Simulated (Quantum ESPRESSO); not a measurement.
# PtSe2 (Sudovikovite) (P-3m1) in Quantum ESPRESSO: further runs, part 3 of 3

Quantum ESPRESSO 7.5.

### 4 Wannier functions, PBE

Input file pw.in:

```
&CONTROL
  calculation = 'scf'
  prefix = 'pwscf'
  outdir = './tmp'
  pseudo_dir = './pseudo'
  tprnfor = .true.
  tstress = .true.
  disk_io = 'low'
/
&SYSTEM
  ibrav = 0
  nat = 3
  ntyp = 2
  ecutwfc = 86
  nbnd = 34
  occupations = 'smearing'
  smearing = 'fd'
  degauss = 0.00367493
/
&ELECTRONS
  conv_thr = 6d-10
  electron_maxstep = 120
  mixing_beta = 0.5
/
ATOMIC_SPECIES
Pt   195.0840 Pt.upf
Se    78.9710 Se.upf
CELL_PARAMETERS angstrom
   3.7240000000    0.0000000000    0.0000000000
  -1.8620000000    3.2250786037    0.0000000000
   0.0000000000    0.0000000000    5.0620000000
ATOMIC_POSITIONS crystal
Pt     0.0000000000    0.0000000000    0.0000000000
Se     0.6666666667    0.3333333333    0.7500000000
Se     0.3333333333    0.6666666667    0.2500000000
K_POINTS automatic
8 8 5 0 0 0
```

nscf.in is that of step 3.

Input file pw2wan.in:

```
&INPUTPP
  prefix = 'pwscf'
  outdir = './tmp'
  seedname = 'w'
  write_mmn = .true.
  write_amn = .true.
  scdm_proj = .true.
  scdm_entanglement = 'erfc'
  scdm_mu = 16.85
  scdm_sigma = 2
/
```

bands.in is that of step 3.

Changes to w.win since step 3:

```diff
@@ -4,3 +4,3 @@
 dis_num_iter = 0
-num_iter = 0
+num_iter = 400
 conv_tol = 1.0d-9
@@ -8,3 +8,3 @@
 num_print_cycles = 40
-fermi_energy = 13.4899
+fermi_energy = 13.8528
 bands_plot = true
```

Potentials or basis: PseudoDojo 0.4.1 SR PBE standard.

The run is started by

```
OMP_NUM_THREADS=1 pw.x -in pw.in > pw.out
OMP_NUM_THREADS=1 pw.x -in nscf.in > nscf.out
wannier90.x -pp w
OMP_NUM_THREADS=1 pw2wannier90.x -in pw2wan.in > pw2wan.out
wannier90.x w
OMP_NUM_THREADS=1 pw.x -in bands.in > bands.out
```

pw.out:

```text
This program is part of the open-source Quantum ESPRESSO suite
     for quantum simulation of materials; please cite
[... 9 lines left out ...]
     --------------------
     sticks:   dense  smooth     PW     G-vecs:    dense   smooth      PW
     Sum        1159    1159    337                44151    44151    6643

     Using Slab Decomposition

     bravais-lattice index     =            0
     lattice parameter (alat)  =       7.0373  a.u.
     unit-cell volume          =     410.2690 (a.u.)^3
     number of atoms/cell      =            3
     number of atomic types    =            2
     number of electrons       =        50.00
     number of Kohn-Sham states=           34
     kinetic-energy cutoff     =      86.0000  Ry
     charge density cutoff     =     344.0000  Ry
     scf convergence threshold =      6.0E-10
     mixing beta               =       0.5000
     number of iterations used =            8  plain     mixing
     Exchange-correlation= PBE
                           (   1   4   3   4   0   0   0)

     celldm(1)=   7.037340  celldm(2)=   0.000000  celldm(3)=   0.000000
     celldm(4)=   0.000000  celldm(5)=   0.000000  celldm(6)=   0.000000

     crystal axes: (cart. coord. in units of alat)
               a(1) = (   1.000000   0.000000   0.000000 )
               a(2) = (  -0.500000   0.866025   0.000000 )
               a(3) = (   0.000000   0.000000   1.359291 )

     reciprocal axes: (cart. coord. in units 2 pi/alat)
               b(1) = (  1.000000  0.577350 -0.000000 )
               b(2) = (  0.000000  1.154701  0.000000 )
               b(3) = (  0.000000 -0.000000  0.735678 )

     PseudoPot. # 1 for Pt read from file:
     Pt.upf
     Pseudo is Norm-conserving + core correction, Zval = 18.0
     Generated using ONCVPSP code by D. R. Hamann
     Using radial grid of 1374 points,  8 beta functions with:
                l(1) =   0
                l(2) =   0
                l(3) =   1
                l(4) =   1
                l(5) =   2
                l(6) =   2
                l(7) =   3
                l(8) =   3

     PseudoPot. # 2 for Se read from file:
     Se.upf
     Pseudo is Norm-conserving + core correction, Zval = 16.0
     Generated using ONCVPSP code by D. R. Hamann
     Using radial grid of 1214 points,  6 beta functions with:
                l(1) =   0
                l(2) =   0
                l(3) =   1
                l(4) =   1
                l(5) =   2
                l(6) =   2

     atomic species   valence    mass     pseudopotential
     Pt               18.00   195.08400     Pt( 1.00)
     Se               16.00    78.97100     Se( 1.00)

     12 Sym. Ops., with inversion, found

   Cartesian axes

     site n.     atom                  positions (alat units)
         1        Pt     tau(   1) = (   0.0000000   0.0000000   0.0000000  )
         2        Se     tau(   2) = (   0.5000000   0.2886751   1.0194683  )
         3        Se     tau(   3) = (  -0.0000000   0.5773503   0.3398228  )

     number of k points=    40  Fermi-Dirac smearing, width (Ry)=  0.0037
                       cart. coord. in units 2pi/alat
        k(    1) = (   0.0000000   0.0000000   0.0000000), wk =   0.0062500
        k(    2) = (   0.0000000   0.0000000   0.1471355), wk =   0.0125000
        k(    3) = (   0.0000000   0.0000000   0.2942710), wk =   0.0125000
        k(    4) = (   0.0000000   0.1443376   0.0000000), wk =   0.0375000
        k(    5) = (   0.0000000   0.1443376   0.1471355), wk =   0.0375000
        k(    6) = (   0.0000000   0.1443376   0.2942710), wk =   0.0375000
[... 32 lines left out ...]
        k(   39) = (  -0.1250000   0.5051815  -0.1471355), wk =   0.0750000
        k(   40) = (  -0.1250000   0.5051815  -0.2942710), wk =   0.0750000

     Dense  grid:    44151 G-vectors     FFT dimensions: (  45,  45,  60)

     Initial potential from superposition of free atoms

     starting charge      49.9997, renormalised to      50.0000
     Starting wfcs are   28 randomized atomic wfcs +    6 random wfcs

     Self-consistent Calculation

     iteration #  1     ecut=    86.00 Ry     beta= 0.50
     Davidson diagonalization with overlap
     ethr =  1.00E-02,  avg # of iterations =  6.0

     Threshold (ethr) on eigenvalues was too large:
     Diagonalizing with lowered threshold

     Davidson diagonalization with overlap
     ethr =  6.04E-04,  avg # of iterations =  1.2

     total energy              =    -746.07458358 Ry
     estimated scf accuracy    <       0.29995290 Ry

     iteration #  2     ecut=    86.00 Ry     beta= 0.50
     Davidson diagonalization with overlap
     ethr =  6.00E-04,  avg # of iterations =  2.0
[... 43 lines left out ...]
     total energy              =    -746.20821930 Ry
     estimated scf accuracy    <          4.5E-09 Ry

     iteration #  9     ecut=    86.00 Ry     beta= 0.50
     Davidson diagonalization with overlap
     ethr =  8.92E-12,  avg # of iterations =  2.9

     End of self-consistent calculation

          k = 0.0000 0.0000 0.0000 (  5555 PWs)   bands (ev):

   -85.8768 -40.0511 -40.0511 -39.9603 -34.8115 -34.8115 -34.8094 -34.8094
   -34.7867 -34.7867 -34.7815 -34.7815 -34.7754 -34.7751  -1.9170   0.9068
     6.6080   7.3137   7.3137   9.7792   9.7792  11.2192  12.7290  12.7290
    14.2115  15.2617  15.2617  17.4168  18.0085  21.1082  21.1082  25.6569
    26.1784  26.1792

          k = 0.0000 0.0000 0.1471 (  5530 PWs)   bands (ev):
[... 81 lines left out ...]
   -85.8767 -40.0595 -40.0535 -39.9598 -34.8112 -34.8109 -34.8102 -34.8096
   -34.7853 -34.7851 -34.7836 -34.7824 -34.7750 -34.7749  -0.4160   0.2071
     6.4815   7.5056   7.7600   9.3151   9.8064  10.3503  10.9557  11.6265
    12.9238  14.4439  14.7654  17.8435  18.9214  22.2340  23.6033  23.8310
    25.2201  25.7018

          k = 0.0000-0.5774 0.0000 (  5512 PWs)   bands (ev):

   -85.8767 -40.0609 -40.0539 -39.9597 -34.8117 -34.8104 -34.8099 -34.8098
   -34.7861 -34.7846 -34.7829 -34.7828 -34.7751 -34.7749  -0.0663   0.0083
     6.4561   7.9803   8.4742   9.5580  10.0861  10.2537  10.2957  10.3773
    10.8238  14.4719  16.1547  18.5982  19.6454  20.9244  21.1686  25.0821
    25.2222  26.5664

          k = 0.0000-0.5774 0.1471 (  5520 PWs)   bands (ev):

   -85.8767 -40.0609 -40.0539 -39.9597 -34.8116 -34.8105 -34.8098 -34.8098
   -34.7859 -34.7847 -34.7831 -34.7828 -34.7750 -34.7749  -0.1401   0.1222
     6.3473   7.9023   8.2066   9.2725  10.1946  10.2797  10.4899  10.4919
    11.3185  14.9967  15.6466  17.9624  19.1185  22.0061  22.4763  23.6817
    24.8358  27.2799

          k = 0.0000-0.5774 0.2943 (  5522 PWs)   bands (ev):

   -85.8767 -40.0609 -40.0539 -39.9597 -34.8114 -34.8107 -34.8100 -34.8097
   -34.7854 -34.7847 -34.7837 -34.7827 -34.7749 -34.7749  -0.1864   0.2354
     6.1534   7.7929   7.9664   8.9215  10.2542  10.2822  10.5658  10.8767
    12.2439  14.9147  15.3862  17.9597  18.8254  21.4370  23.6199  23.6584
    25.4414  26.9619

          k = 0.1250 0.2165 0.0000 (  5539 PWs)   bands (ev):

   -85.8768 -40.0549 -40.0524 -39.9601 -34.8111 -34.8108 -34.8103 -34.8096
   -34.7861 -34.7854 -34.7830 -34.7818 -34.7752 -34.7751  -1.4119   0.6906
     7.1877   7.6300   7.6632   9.0808   9.2912  10.4435  11.8388  11.8426
    13.4929  14.8068  15.3726  19.3196  19.5916  20.8917  22.1689  22.6335
    23.1595  24.1233
[... 155 lines left out ...]
   -85.8767 -40.0595 -40.0535 -39.9598 -34.8111 -34.8107 -34.8103 -34.8097
   -34.7848 -34.7844 -34.7842 -34.7832 -34.7750 -34.7749  -0.2191  -0.0378
     6.6988   7.6810   7.8153   9.1429   9.7182  10.5116  10.5807  11.5247
    12.0766  15.0289  15.4128  18.1849  19.3732  21.4456  23.2023  23.5798
    24.8010  25.7035

          k =-0.1250 0.3608-0.1471 (  5528 PWs)   bands (ev):

   -85.8767 -40.0580 -40.0537 -39.9599 -34.8110 -34.8108 -34.8102 -34.8098
   -34.7855 -34.7843 -34.7839 -34.7828 -34.7751 -34.7750  -0.7104   0.2998
     7.3931   7.6639   8.0171   8.8217   9.0621  10.3542  10.9249  11.5068
    12.1844  14.9487  15.6246  19.0290  20.3993  20.9424  22.2969  22.5137
    23.5103  25.7370

          k =-0.1250 0.3608-0.2943 (  5531 PWs)   bands (ev):

   -85.8767 -40.0580 -40.0537 -39.9599 -34.8111 -34.8106 -34.8103 -34.8098
   -34.7848 -34.7846 -34.7839 -34.7832 -34.7751 -34.7749  -0.4320  -0.0030
     7.0598   7.3839   8.1243   9.0432   9.2468  10.4322  11.2183  11.8416
    12.1614  14.4105  15.5604  19.1092  19.8412  21.9567  22.0772  22.9122
    23.4254  25.4198

          k =-0.1250 0.5052-0.1471 (  5512 PWs)   bands (ev):

   -85.8767 -40.0602 -40.0546 -39.9597 -34.8114 -34.8107 -34.8100 -34.8096
   -34.7860 -34.7841 -34.7837 -34.7827 -34.7750 -34.7749  -0.1066   0.0733
     6.6817   7.7774   8.6186   8.6392   9.3871  10.2495  10.3715  11.0636
    11.7748  14.8155  15.4353  18.5302  19.9912  21.3099  22.8818  23.3752
    24.1345  26.1483

          k =-0.1250 0.5052-0.2943 (  5528 PWs)   bands (ev):

   -85.8767 -40.0602 -40.0546 -39.9597 -34.8112 -34.8108 -34.8099 -34.8098
   -34.7853 -34.7843 -34.7839 -34.7831 -34.7749 -34.7749  -0.0695   0.0874
     6.4903   7.5575   8.2759   8.8597   9.5288  10.2865  10.3835  11.3853
    11.8747  14.7556  15.8794  18.6226  19.5731  21.4949  22.8544  23.3317
    24.4185  25.7599

     the Fermi energy is    13.8528 ev

!    total energy              =    -746.20821930 Ry
     estimated scf accuracy    <          4.8E-10 Ry
     smearing contrib. (-TS)   =      -0.00040148 Ry
     internal energy E=F+TS    =    -746.20781782 Ry

     The total energy is F=E-TS. E is the sum of the following terms:
     one-electron contribution =    -361.11706697 Ry
     hartree contribution      =     197.27749161 Ry
     xc contribution           =    -144.46807011 Ry
     ewald contribution        =    -437.90017236 Ry

     convergence has been achieved in   9 iterations

     Forces acting on atoms (cartesian axes, Ry/au):

     atom    1 type  1   force =     0.00000000   -0.00000000    0.00000000
     atom    2 type  2   force =     0.00000000    0.00000000   -0.02292727
     atom    3 type  2   force =     0.00000000    0.00000000    0.02292727

     Total force =     0.032424     Total SCF correction =     0.000120

     Computing stress (Cartesian axis) and pressure

          total   stress  (Ry/bohr**3)                   (kbar)     P=       72.25
   0.00053526  -0.00000000   0.00000000           78.74       -0.00        0.00
  -0.00000000   0.00053526   0.00000000           -0.00       78.74        0.00
   0.00000000   0.00000000   0.00040296            0.00        0.00       59.28

=------------------------------------------------------------------------------=
   JOB DONE.
=------------------------------------------------------------------------------=
```

Run time: 12 min. Hardware: 1 thread of Arm Neoverse V1, shared host; peak memory 0.38 GiB.

What came out:

* Free energy: -10152.6800 eV
* Pressure: 7.2 GPa
* Largest force: 0.589 eV/Å
* Band gap on the k mesh: none (metal or under the smearing width)
* Total Wannier spread: 50.33 Å² over 17 functions
* RMS miss of the Wannier bands: 0.047 eV

Forces on the atoms (eV/Å):
```
Pt   0.000  0.000  0.000
Se   0.000  0.000 -0.589
Se   0.000  0.000  0.589
```

Levels at the corners of the path, in eV from the Fermi level:
| point | band 22 | band 23 | band 24 | band 25 | band 26 | band 27 | band 28 | band 29 |
| --- | --- | --- | --- | --- | --- | --- | --- | --- |
| Γ | -2.63 | -1.12 | -1.12 | 0.36 | 1.41 | 1.41 | 3.56 | 4.16 |
| M | -3.60 | -3.56 | -3.48 | -3.03 | 0.62 | 2.30 | 4.75 | 5.79 |
| K | -3.83 | -2.74 | -1.89 | -1.89 | -0.03 | -0.03 | 4.02 | 7.58 |
| Γ | -2.63 | -1.12 | -1.12 | 0.36 | 1.41 | 1.41 | 3.56 | 4.16 |
| A | -3.00 | -1.76 | -1.56 | -1.56 | 2.25 | 2.25 | 4.76 | 6.29 |
| L | -3.57 | -3.28 | -2.90 | -1.43 | 0.94 | 1.48 | 4.52 | 4.74 |
| H | -4.24 | -3.73 | -2.56 | -2.56 | 1.96 | 1.96 | 6.49 | 7.25 |
| A | -3.00 | -1.76 | -1.56 | -1.56 | 2.25 | 2.25 | 4.76 | 6.29 |
| L | -3.57 | -3.28 | -2.90 | -1.43 | 0.94 | 1.48 | 4.52 | 4.74 |
| M | -3.60 | -3.56 | -3.48 | -3.03 | 0.62 | 2.30 | 4.75 | 5.79 |
| K | -3.83 | -2.74 | -1.89 | -1.89 | -0.03 | -0.03 | 4.02 | 7.58 |
| H | -4.24 | -3.73 | -2.56 | -2.56 | 1.96 | 1.96 | 6.49 | 7.25 |

Wannier functions:
| function | nearest atom | distance (Å) | spread (Å²) | on-site energy from the reference level (eV) |
| --- | --- | --- | --- | --- |
| 1 | 1 Pt | 1.05 | 8.01 | 4.21 |
| 2 | 1 Pt | 0.02 | 1.02 | -3.64 |
| 3 | 1 Pt | 0.05 | 1.08 | -3.57 |
| 4 | 1 Pt | 0.02 | 1.02 | -3.52 |
| 5 | 1 Pt | 0.02 | 1.00 | -3.49 |
| 6 | 3 Se | 0.50 | 1.69 | -4.32 |
| 7 | 2 Se | 0.60 | 1.88 | -3.61 |
| 8 | 3 Se | 0.49 | 1.73 | -4.29 |
| 9 | 3 Se | 0.59 | 1.82 | -3.81 |
| 10 | 2 Se | 0.59 | 1.79 | -3.90 |
| 11 | 2 Se | 0.63 | 1.84 | -4.36 |
| 12 | 2 Se | 0.47 | 1.96 | -5.32 |
| 13 | 3 Se | 0.49 | 1.79 | -5.68 |
| 14 | 1 Pt | 0.78 | 8.20 | 4.39 |
| 15 | 1 Pt | 1.78 | 7.27 | 3.86 |
| 16 | 1 Pt | 1.04 | 7.11 | 3.55 |
| 17 | 1 Pt | 0.07 | 1.13 | -3.51 |

Parts of the spread (Å²): invariant 29.71, diagonal 1.336, off-diagonal 19.28, total 50.33. Against the direct bands the interpolation misses by 47 meV (root mean square) and 248 meV at most, for states up to 1 eV over the reference level.

Caveat: spin-orbit coupling is left out, which moves the levels of the heavy elements.

### 5 Summary

```tsv
task	level	potentials or basis	cell	k mesh	cutoff (eV)	iterations	form of the LDA correlation	k mesh for the Wannier functions	gap on the mesh (eV)	pressure (GPa)	largest force (eV/Å)
phonons	PBE	SSSP 1.3 efficiency PBE	relaxed	8 × 8 × 4, shifted	748	-	-	-	-	0.0	-
Wannier functions	LDA	PseudoDojo 0.4.1 SR LDA standard	as given	8 × 8 × 5	1170	0	PW92	5 × 5 × 3	none	-0.6	0.19
Wannier functions	PBE	PseudoDojo 0.4.1 SR PBE standard	as given	8 × 8 × 5	1170	-	-	5 × 5 × 3	none	7.2	0.59
```

Alike in all rows: no spin polarisation; smearing fermi-dirac 0.05 eV.

Caveats: spin-orbit coupling is left out, which moves the levels of the heavy elements (some runs); the layers were relaxed without a dispersion term, so their spacing and the soft interlayer modes are unreliable (some runs); the shifted mesh misses Γ, where the gap is smaller or closed, so treating the crystal as an insulator may be wrong and the dielectric response too small (some runs); this functional lacks dispersion, which binds the layers, so the pressure and a relaxed spacing across them are unreliable, and here the layers came unbound (some runs).

Total energies depend on the potentials used, so only differences within one code and one set of settings carry meaning.
